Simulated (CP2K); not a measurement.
# InSe under changes of volume

One of the cells (29.237 Å³/atom); the others are scaled copies at fixed shape and fractional positions:

```xyz
4
Lattice="8.7503 0.0000 0.0000 7.8360 3.8941 0.0000 7.8360 1.8397 3.4321" Properties=species:S:1:pos:R:3 pbc="T T T"
In   21.7016    5.0951    3.0498
In    0.0000    0.0000    0.0000
Se    4.1982    0.9856    0.5900
Se    9.3659    2.1989    1.3162
```

```yaml
Program: CP2K 2026.2
Functional: PBEsol
Potentials_or_basis: POTENTIAL_UZH In GTH-PBE-q13, Se GTH-PBE-q6; TZVP-MOLOPT-PBE-GTH basis
Density_cutoff: 6123 eV
k_mesh: 8 × 8 × 8
Occupations: fermi-dirac, width 0.05 eV
Spin: no spin polarisation
```

```tsv
volume (Å³/atom)	energy over the lowest point (meV/atom)	pressure (GPa)	gap on the mesh (eV)	largest force (eV/Å)
27.483	34.99	5.1	0.46	0.812
28.068	?	?	?	?
28.652	8.47	2.3	0.34	0.557
29.237	2.22	1.1	0.29	0.466
29.822	0.00	0.1	0.25	0.380
30.406	1.37	-0.8	0.20	0.299
30.991	5.94	-1.7	0.16	0.223
```

Task: What does the run at 28.068 Å³/atom give?

Result: Energy over the lowest point 19.21 meV/atom; pressure 3.6 GPa; gap on the mesh 0.40 eV; largest force 0.654 eV/Å.

Worked out: A Birch-Murnaghan fit of order 3 (a polynomial in V^(-2/3)) to the other rows has its minimum at 29.88 Å³/atom with B0 = V·E''(V) = 50 GPa and B' = 4.8 at fixed shape and positions, which overstates the stiffness. It gives 19.20 meV/atom at 28.068 Å³/atom, against the run's 19.21, and -dE/dV = 3.6 GPa, against 3.6. A straight line through the other rows of the gap, of slope -2.48 eV per unit of ln V (its deformation potential), gives 0.40 eV, against the run's 0.40.

Energies are extrapolated to zero smearing.

Caveats: the potentials were made for another functional, which shifts forces and pressure; spin-orbit coupling is left out, which moves the levels of the heavy elements; the basis of atomic orbitals isn't converged, which shifts pressures, moduli and gaps.

A mesh can miss the band edges.
